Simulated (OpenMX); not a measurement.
GaP under changes of volume

One of the cells (20.240 Å³/atom); the others are scaled copies at fixed shape and fractional positions:

```
CELL_PARAMETERS angstrom
0.00000 2.72525 2.72525
2.72525 0.00000 2.72525
2.72525 2.72525 0.00000
ATOMIC_POSITIONS crystal
Ga 0.00000 0.00000 0.00000
P 0.75000 0.75000 0.75000
```

| Property | Result |
| --- | --- |
| Program | OpenMX 3.8.5 |
| Functional | PBE |
| Potentials or basis | OpenMX 2013 PBE set, Ga7.0-s3p2d2, P7.0-s2p2d1f1, fixed grid of 42 × 42 × 42 points |
| k mesh | 9 × 9 × 9 |
| Occupations | fermi-dirac, width 0.05 eV |
| Spin | no spin polarisation |

```tsv
volume (Å³/atom)	energy over the lowest point (meV/atom)	gap on the mesh (eV)
19.026	69.43	1.58
19.431	45.21	1.62
19.836	26.96	1.65
20.240	?	?
20.645	4.88	1.69
21.050	0.66	1.62
21.455	0.00	1.46
```

What does the run at 20.240 Å³/atom give?

Energy over the lowest point 13.53 meV/atom; gap on the mesh 1.69 eV.

Worked out: A Birch-Murnaghan fit of order 3 (a polynomial in V^(-2/3)) to the other rows has its minimum at 21.31 Å³/atom with B0 = V·E''(V) = 75 GPa and B' = 4.1. It gives 13.61 meV/atom at 20.240 Å³/atom, against the run's 13.53. A parabola through the other rows of the gap, of slope -0.699 eV per unit of ln V there, gives 1.69 eV, against the run's 1.69.

Energies are extrapolated to zero smearing.

Caveats: the basis has few d functions beyond the semicore shells, which can make volumes several per cent too large; an odd mesh through Γ misses points on the zone boundary, where band edges often lie; the basis of atomic orbitals isn't converged, which shifts pressures, moduli and gaps. Spin-orbit coupling on Ga is left out.
